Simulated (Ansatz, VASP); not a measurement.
# Zn: VASP beside Ansatz

```
Zn
1.0
     2.63710    0.00000    0.00000
    -1.31855    2.28380    0.00000
     0.00000    0.00000    4.66083
Zn
2
Direct
  0.33333 0.66667 0.25000
  0.66667 0.33333 0.75000
```

Alike in both runs: task single point; functional PBEsol; k mesh 14 × 14 × 8; occupations fermi-dirac, width 0.1 eV; no spin polarisation.

```csv
,VASP,Ansatz
version,VASP 6.6.1,Ansatz 0.2.0
potentials or method,"VASP PAW PBE potentials, release 64 (Zn)","PAW with Ansatz's default frozen-core files, scalar-relativistic"
plane-wave cutoff (eV),520,420
valence electrons in the cell,24,24
```

VASP gave:

- pressure (GPa): 0.5
- largest component of the traceless stress (GPa): 0.10

**Question.** What did Ansatz give for the same quantities?

**Answer.** Pressure (GPa): 0.0; largest component of the traceless stress (GPa): 0.00.

Ansatz warned: «optics_on_partly_filled_bands».

Caveats: the PAW data sets were made with another functional, which shifts forces and pressure a little (VASP).
